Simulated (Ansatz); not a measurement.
The same path of a periodic cell of 13 atoms, Sr4HCl8 (host SrCl2, host structure Fm-3m, interstitial H), cell charge +1 was run twice with different band settings.

Method: DFT PBEsol, scalar-relativistic, plane waves, PAW (Ansatz 0.2.0). Settings: cutoff 420 eV, k mesh 2x2x2, gaussian smearing 0.05 eV, no spin polarisation.

Relaxed end points:

```xyz
13
Lattice="6.9650 0.0000 0.0000 0.0000 6.9650 0.0000 0.0000 0.0000 6.9650" Properties=species:S:1:pos:R:3
Sr -0.040 0.298 -0.106
Cl 1.667 1.868 1.804
Cl 5.143 5.352 5.293
Sr 3.440 3.532 -0.017
Cl 5.575 5.361 1.813
Cl 1.759 1.869 5.285
Sr 3.446 0.206 3.623
Cl 5.152 1.870 5.285
Cl 1.726 5.352 1.804
Sr -0.040 3.443 3.714
Cl 1.666 5.353 5.284
Cl 5.143 1.876 1.802
H 0.176 -1.605 1.811
```

```xyz
13
Lattice="6.9650 0.0000 0.0000 0.0000 6.9650 0.0000 0.0000 0.0000 6.9650" Properties=species:S:1:pos:R:3
Sr -0.049 -0.230 0.047
Cl 1.650 1.681 1.620
Cl 5.127 5.149 5.099
Sr 3.429 3.499 -0.050
Cl 5.143 5.165 1.615
Cl 1.761 1.680 5.098
Sr 3.440 -0.134 3.282
Cl 5.608 1.659 5.075
Cl 1.754 5.166 1.618
Sr -0.051 3.595 3.186
Cl 1.650 5.168 5.098
Cl 5.127 1.683 1.599
H 0.216 1.664 5.079
```

Common settings: spring 5.0 eV/Å²; optimiser quadratic models (default); force threshold 0.05 eV/Å; end points relaxed.

| run | movable images | climbing image | start path | iteration limit |
| --- | --- | --- | --- | --- |
| 1 | 5 | yes | IDPP | 80 |
| 2 | 4 | no | default | 50 |

Task: What does each run give, and how far can it be trusted?

Result: Run 1: converged after 63 iterations, highest image 0.241 eV above the first end. The profile has 3 maxima (images 1, 3, 5) with wells between them (images 2, 4): this band takes more than one step, which may be the mechanism or a detour left from its start path. By the program's own check the climbing image is of a kind that is not told: the force calls were inconclusive, a negative curvature could not be distinguished from the path's own, the only one lies far off the path, or fixed occupations may fill a level only in part (lowest curvatures found: -0.49 and 0.10 eV/Å²).
Run 2: converged after 26 iterations, highest image 0.233 eV above the first end. No image climbed, so the highest image needn't sit at the top of the path.
Limits of this set-up: coarse k mesh, charged cell in a uniform background, uncorrected.
